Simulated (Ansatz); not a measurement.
# SrTiO3 (I4/mcm): given cell or relaxed cell?, part 2 of 2

How far does the choice of cell move the gap? The case is SrTiO3 (I4/mcm).

Ansatz 0.2.0; PBE, HSE06 and G0W0, plane waves, PAW. Known limits of the many-body steps: not at the basis limit; no spin-orbit coupling.

So far. Step 2 (PBE bands at the given cell): The gap is direct, at Γ. The pressure of 5 GPa says that this functional would expand the cell; it is kept. Step 4 (PBE at the relaxed cell): The gap is indirect, with the least direct gap 0.004 eV higher.

## Step 5: HSE06 at the relaxed cell

The screened hybrid is the usual rung above semilocal functionals: a quarter of exact exchange, cut off beyond a few ångström.

This step: DFT, HSE06, plane waves, PAW.

Input file input.yaml:

```yaml
crystal:
  lattice:
    - [-2.7777207439, 2.7777207439, 3.9463429358]
    - [2.7777207439, -2.7777207439, 3.9463429358]
    - [2.7777207439, 2.7777207439, -3.9463429358]
  atoms:
    - { symbol: Sr, position: [0.75, 0.25, 0.5] }
    - { symbol: Sr, position: [0.25, 0.75, 0.5] }
    - { symbol: Ti, position: [0.0, 0.0, 0.0] }
    - { symbol: Ti, position: [0.5, 0.5, 0.0] }
    - { symbol: O, position: [0.25, 0.25, 0.0] }
    - { symbol: O, position: [0.75, 0.75, 0.0] }
    - { symbol: O, position: [0.7283109891, 0.2283109891, 0.9566219781] }
    - { symbol: O, position: [0.2283109891, 0.2716890109, 0.5] }
    - { symbol: O, position: [0.2716890109, 0.7716890109, 0.0433780219] }
    - { symbol: O, position: [0.7716890109, 0.7283109891, 0.5] }
kpoints:
  mp_grid: { grid: [4, 4, 4] }
  band_path:
    path:
      - [0.0, 0.0, 0.0]
      - [0.0, 0.0, 0.5]
      - [0.25, 0.25, 0.25]
      - [0.0, 0.5, 0.0]
      - [0.5, 0.5, -0.5]
      - [0.37492725, 0.62507275, -0.37492725]
      - [-0.37492725, 0.37492725, 0.37492725]
      - [-0.24985449, 0.24985449, 0.5]
      - [0.0, 0.0, 0.1]
    npoints: 1
hamiltonian:
  xc: hse06
scf:
  occupations: { method: fixed }
  n_extra_bands: 7
output:
  eigenvalues: true
  write_density: true
  write_potential: true
  elf: true
  volumetric_format: npy
```

The run is started by

```console
$ ansatz run input.yaml --threads 3 --pin off --max-ram 92160MiB --backend cuda --events-out ev --progress --plain --runs-dir out --devices 1 --max-vram 13GiB
```

Numbers of over 12 decimals in the logs are rounded to 6 here.

The program printed:

```text
[...]
GPUs: using 1 of 1 available (devices: 1).
[...]
davidson cushion auto → on  (no smearing: the cushion is to keep the highest requested band from converging to the state above it; pin scf.eigensolver.cushion to override)
[...]
GPU FFT provider: cuFFT
GPU libraries: cuBLAS 13.8.2, cuFFT 12.4.0, cuSOLVER 12.3.4
Crystal: 10 atoms, lattice volume = 121.796 Å³
Basis set: ecut = 420 eV, 2421 PW (Γ)
[...]
Fermi energy:    8.569728 eV
[...]
--- Band table (eV; the first three rows and the last of 13) ---
  k-point 0: bands = [... 36 lower, 8.2462, 8.4543, 8.5697, 8.5697, 11.9275, 11.9275, 11.9458, 14.0438, ... 3 higher]
  k-point 1: bands = [... 36 lower, 7.9318, 7.9854, 7.9861, 8.5552, 11.9982, 12.9706, 12.9916, 14.0254, ... 3 higher]
  k-point 2: bands = [... 36 lower, 7.0789, 7.8342, 7.8414, 8.5254, 12.0735, 13.8058, 13.8564, 13.8788, ... 3 higher]
  k-point 12: bands = [... 36 lower, 6.9975, 7.8853, 7.8853, 8.4960, 12.1025, 13.7946, 13.7946, 14.0100, ... 3 higher]
[key lines of the parts left out:]
Free energy (F): -15512.322786 eV
```

Wall time 52 s (1 × NVIDIA H100 80GB HBM3 (shared by 6 runs) with 3 threads of AMD EPYC 7R13 (Zen 3), shared host); peak memory 1.4 GiB; 93 s of CPU time.

This step gave:

```yaml
gap: 3.357 eV
valence_top_at: v'
conduction_bottom_at: Γ
least_direct_gap: 3.358 eV
```

The gap stands +1.43 eV against PBE.

## Step 6: G0W0 at the relaxed cell

G0W0 replaces the xc potential by the self-energy, built once from these orbitals. Only a window of levels is corrected, while the sums run over the empty bands that the input names.

This step: G0W0 on PBE, plane waves, PAW.

Edit input.yaml of step 5 so:

```diff
@@ -18,24 +18,11 @@
   mp_grid: { grid: [4, 4, 4] }
-  band_path:
-    path:
-      - [0.0, 0.0, 0.0]
-      - [0.0, 0.0, 0.5]
-      - [0.25, 0.25, 0.25]
-      - [0.0, 0.5, 0.0]
-      - [0.5, 0.5, -0.5]
-      - [0.37492725, 0.62507275, -0.37492725]
-      - [-0.37492725, 0.37492725, 0.37492725]
-      - [-0.24985449, 0.24985449, 0.5]
-      - [0.0, 0.0, 0.1]
-    npoints: 1
 hamiltonian:
-  xc: hse06
+  xc: pbe
 scf:
   occupations: { method: fixed }
-  n_extra_bands: 7
-output:
-  eigenvalues: true
-  write_density: true
-  write_potential: true
-  elf: true
-  volumetric_format: npy
+gw:
+  n_empty_bands: 260
+  ecut_chi: 96
+  qp_bands: [v3, c3]
+  qp_kpoints: band_edges
+  screening: { model: contour_deformation }
```

The program printed:

```text
GPUs: using 1 of 1 available (devices: 1).
[...]
GPU FFT provider: cuFFT
GPU libraries: cuBLAS 13.8.2, cuFFT 12.4.0, cuSOLVER 12.3.4
Crystal: 10 atoms, lattice volume = 121.796 Å³
Basis set: ecut = 420 eV, 2421 PW (Γ)
Bands: 50, of which v1, the nominal top of the filled ones, is band 40 counted from 1 (39 counted from 0)
Symmetry: 16 space group operations
[...]
k-points: 13 of 64
[...]
1    39      9.0492   -25.9409     4.6221   -21.1307  0.7248     8.8604     8.8611  root
[...]
12    40      9.5237   -25.8244     4.8694   -20.7590  0.7169     9.3269     9.3277  root
    12    41     11.6660   -13.0087    -6.5867   -20.9738  0.7290    13.0897    13.0443  root
    12    42     13.2079   -14.8167    -6.8340   -23.0547  0.6920    14.6801    14.6118  root
    12    43     13.2079   -14.8167    -6.8340   -23.0547  0.6920    14.6801    14.6118  root
[key lines of the parts left out:]
SCF converged after 6 iterations
Free energy (F): -15508.981622 eV
Fermi energy:    9.587099 eV
```

It took 39 s on 1 × NVIDIA H100 80GB HBM3 (shared by 6 runs) with 3 threads; peak memory 1.4 GiB; 66 s of CPU time.

Numbers from this step:

```
bands summed                                 : 300
RPA ε∞ on this mesh (eigenvalues)            : 6.257, 6.257, 6.274
plane waves in the screening matrix          : 259
G0W0 gap on the mesh                         : 3.431 eV
k of the valence top                         : 0, 0, 0
k of the conduction bottom                   : 0, 0, 0
starting gap on the mesh                     : 1.926 eV
least direct G0W0 gap on the computed points : 3.431 eV
```

The gap on the mesh goes from 1.93 eV to 3.43 eV, a correction of +1.51 eV. Between the two edge states, bare exchange in place of the xc potential would open the gap by 12.60 eV, and correlation takes back 11.10 eV.

## Step 7: G0W0 at the given cell

Input file input.yaml:

```yaml
crystal:
  lattice:
    - [-2.7555, 2.7555, 3.898]
    - [2.7555, -2.7555, 3.898]
    - [2.7555, 2.7555, -3.898]
  atoms:
    - { symbol: Sr, position: [0.75, 0.25, 0.5] }
    - { symbol: Sr, position: [0.25, 0.75, 0.5] }
    - { symbol: Ti, position: [0.0, 0.0, 0.0] }
    - { symbol: Ti, position: [0.5, 0.5, 0.0] }
    - { symbol: O, position: [0.25, 0.25, 0.0] }
    - { symbol: O, position: [0.75, 0.75, 0.0] }
    - { symbol: O, position: [0.7451, 0.2451, 0.9902] }
    - { symbol: O, position: [0.2451, 0.2549, 0.5] }
    - { symbol: O, position: [0.2549, 0.7549, 0.0098] }
    - { symbol: O, position: [0.7549, 0.7451, 0.5] }
kpoints:
  mp_grid: { grid: [4, 4, 4] }
hamiltonian:
  xc: pbe
scf:
  occupations: { method: fixed }
gw:
  n_empty_bands: 252
  ecut_chi: 96
  qp_bands: [v3, c3]
  qp_kpoints: band_edges
  screening: { model: contour_deformation }
```

The program printed:

```text
GPUs: using 1 of 1 available (devices: 1).
[...]
GPU FFT provider: cuFFT
GPU libraries: cuBLAS 13.8.2, cuFFT 12.4.0, cuSOLVER 12.3.4
Crystal: 10 atoms, lattice volume = 118.387 Å³
Basis set: ecut = 420 eV, 2277 PW (Γ)
Bands: 50, of which v1, the nominal top of the filled ones, is band 40 counted from 1 (39 counted from 0)
Symmetry: 16 space group operations
[...]
k-points: 13 of 64
[...]
1    39      9.4919   -26.1151     4.6368   -21.2823  0.7307     9.2952     9.2959  root
[...]
12    40      9.9871   -25.9020     4.8608   -20.8370  0.7231     9.7821     9.7829  root
    12    41     12.1427   -12.9723    -6.5146   -20.8926  0.7366    13.5928    13.5483  root
    12    42     13.8930   -14.8422    -6.9167   -23.2092  0.6961    15.4158    15.3434  root
    12    43     13.8930   -14.8422    -6.9167   -23.2092  0.6961    15.4158    15.3434  root
[key lines of the parts left out:]
SCF converged after 6 iterations
Free energy (F): -15508.913692 eV
Fermi energy:    10.073781 eV
```

It took 45 s on 1 × NVIDIA H100 80GB HBM3 (shared by 6 runs) with 3 threads; peak memory 1.4 GiB.

This step gave:

```
bands summed                                 : 292
RPA ε∞ on this mesh (eigenvalues)            : 6.209, 6.209, 6.210
plane waves in the screening matrix          : 259
G0W0 gap on the mesh                         : 3.449 eV
k of the valence top                         : 0, 0, 0
k of the conduction bottom                   : 0, 0, 0
starting gap on the mesh                     : 1.901 eV
least direct G0W0 gap on the computed points : 3.449 eV
```

The gap on the mesh goes from 1.90 eV to 3.45 eV, a correction of +1.55 eV. Between the two edge states, bare exchange in place of the xc potential would open the gap by 12.69 eV, and correlation takes back 11.14 eV.

## Step 8: Together

G0W0 rows are gaps on the mesh, lowered by the amount that the mesh misses the start's edges, a rough step that assumes the same correction there.

```
   level  given cell (eV)  relaxed cell (eV)  change (eV)
     PBE             1.90               1.92        +0.02
   HSE06                -               3.36            -
G0W0@PBE             3.45               3.43        −0.02
```

## Step 9: Results

* volume change: +2.9 %
* PBE, given cell: 1.90 eV
* PBE, relaxed cell: 1.92 eV
* HSE06, relaxed cell: 3.36 eV
* G0W0@PBE, relaxed cell: 3.43 eV
* G0W0@PBE, given cell: 3.45 eV
* known limits: not at the basis limit; no spin-orbit coupling

**Reading.** Relaxation changes the volume by +2.9 % and the gap by +0.02 eV (PBE) and −0.02 eV (G0W0@PBE). Bands and cutoff are finite, so the gap is not at the basis limit. The miss can reach some tenths of an eV and take either sign; the mesh is an error of its own. The many-body steps are scalar-relativistic: spin-orbit coupling is not in them.

[Paths, hosts, dates, memory and timing lines, banners, echoed tables and standing remarks are left out of the program output.]

[Logs are printed without paths, hosts, clocks, repeated set-up lines and the standing remarks that a program may print on its own settings, such as how far it seeks lower states.]

[Runs of the session that timed out or met a known fault of the program may be left out.]

[Cells called generated may have been cut or substituted from an entry of the Crystallography Open Database or the Materials Project.]

[Hosts, paths, dates, database ids (printed as entryN), source tags and the programs' standing remarks are cut or masked in the printed files.]
